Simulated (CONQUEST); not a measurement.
## AlN under changes of volume

One of the cells (10.417 Å³/atom); the others are scaled copies at fixed shape and fractional positions:

```xyz
4
Lattice="3.0886 0.0000 0.0000 0.0000 3.0886 0.0000 0.0000 0.0000 4.3680" Properties=species:S:1:pos:R:3 pbc="T T T"
Al    0.0000    0.0000    0.0000
Al    1.5443    1.5443    2.1840
N     0.0000    1.5443    3.2760
N     1.5443    0.0000    1.0920
```

Measurements of this composition are mostly on another form, of space group No. 186.

| Item | Value |
| --- | --- |
| Program | CONQUEST 1.3 |
| Functional | PBEsol |
| Potentials or basis | PseudoDojo NC PBEsol, DZP, grid of 36 × 36 × 48 points |
| k mesh | 9 × 9 × 6 |
| Occupations | fermi-dirac, width 0.05 eV |
| Spin | no spin polarisation |

```tsv
volume (Å³/atom)	energy over the lowest point (meV/atom)	pressure (GPa)	gap on the mesh (eV)
9.792	45.19	18.9	3.16
10.001	?	?	?
10.209	9.94	7.9	3.14
10.417	2.46	3.6	3.14
10.626	0.00	0.0	3.13
10.834	2.30	-3.5	3.12
11.042	9.00	-6.8	3.11
```

Task: What does the run at 10.001 Å³/atom give?

Result: Energy over the lowest point 24.05 meV/atom; pressure 13.7 GPa; gap on the mesh 3.15 eV.

Worked out: A Birch-Murnaghan fit of order 3 (a polynomial in V^(-2/3)) to the other rows has its minimum at 10.62 Å³/atom with B0 = V·E''(V) = 186 GPa and B' = 6.0. It gives 24.00 meV/atom at 10.001 Å³/atom, against the run's 24.05, and -dE/dV = 13.4 GPa, against 13.7. A straight line through the other rows of the gap, of slope -0.399 eV per unit of ln V, gives 3.15 eV, against the run's 3.15.

Energies are extrapolated to zero smearing.

Caveats: an odd mesh through Γ misses points on the zone boundary, where band edges often lie; the basis of atomic orbitals isn't converged, which shifts pressures, moduli and gaps; the real-space grid breaks the cell's symmetry a little.
